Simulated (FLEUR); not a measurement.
The system is Rh.

```
Rh
1.0
     0.00000    1.89785    1.89785
     1.89785    0.00000    1.89785
     1.89785    1.89785    0.00000
Rh
1
Cartesian
  0.0000 0.0000 0.0000
```

```yaml
Program: FLEUR MaX-R8.1 (later development tree)
Task: single point
Functional: PBEsol
Potentials_or_basis: all-electron
Basis: FLAPW
Kmax: 4.26 1/bohr
k_mesh: 12 × 12 × 12
Occupations: fermi-dirac, width 0.05 eV
Spin: no spin polarisation
Gmax: 13.2 1/bohr
Muffin-tin_radii: Rh 2.3 bohr
lmax: Rh 9
lnonsphr: Rh 9
Local_orbitals_a_species: Rh 5
Max_iterations: 60
Mixing_factor: 0.05
Mixer: Anderson
Mixer_history: 15
```

On this cell: band gap on the k mesh none (metal or under the smearing width).

The same run follows on a disturbed copy (cell strained at random at fixed volume):

```
CELL_PARAMETERS angstrom
-0.03933 1.88309 1.96246
1.90193 0.03281 1.89032
1.92465 1.83367 0.01009
ATOMIC_POSITIONS crystal
Rh 0.00477 0.00350 0.99418
```

What changes?

The energy (extrapolated to zero smearing) moves by +43.1 meV/atom; band gap on the k mesh none (metal or under the smearing width).
